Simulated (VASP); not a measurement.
Crystal: CdSe.

```
Cd Se
1.0
     0.00000    3.07027    3.07027
     3.07027    0.00000    3.07027
     3.07027    3.07027    0.00000
Cd Se
1 1
Direct
  0.00000 0.00000 0.00000
  0.25000 0.25000 0.25000
```

Measurements of this composition are mostly on another form, of space group No. 186.

| Property | Result |
| --- | --- |
| Program | VASP 6.6.1 |
| Task | relaxation of cell and atoms |
| Functional | RPBE |
| Potentials or basis | VASP PAW PBE potentials, release 64 (Cd, Se) |
| Cutoff | 600 eV |
| k mesh | 10 × 10 × 10 |
| Occupations | gaussian, width 0.02 eV |
| Spin | no spin polarisation |

At the start: pressure 3.4 GPa; volume 28.94 Å³/atom.

Question: Where does the relaxation end?

Answer: Over 3 steps the energy falls by 22.1 meV/atom and the volume is 31.15 Å³/atom (+7.6 %); space group F-43m (No. 216, to 0.05 Å).

Step by step:
| step | energy change (eV) | largest force (eV/Å) | pressure (GPa) | volume (Å³) |
| --- | --- | --- | --- | --- |
| 1 | 0.0000 | 0.0000 | 3.42 | 57.88 |
| 2 | -0.0426 | 0.0000 | -0.54 | 63.21 |
| 3 | -0.0441 | 0.0000 | 0.01 | 62.30 |

Final structure:
```
Cd Se
1.0
     0.00000    3.14651    3.14651
     3.14651    0.00000    3.14651
     3.14651    3.14651    0.00000
Cd Se
1 1
Direct
  0.00000 0.00000 0.00000
  0.25000 0.25000 0.25000
```

Caveat: the PAW data sets were made with another functional, which shifts forces and pressure a little.
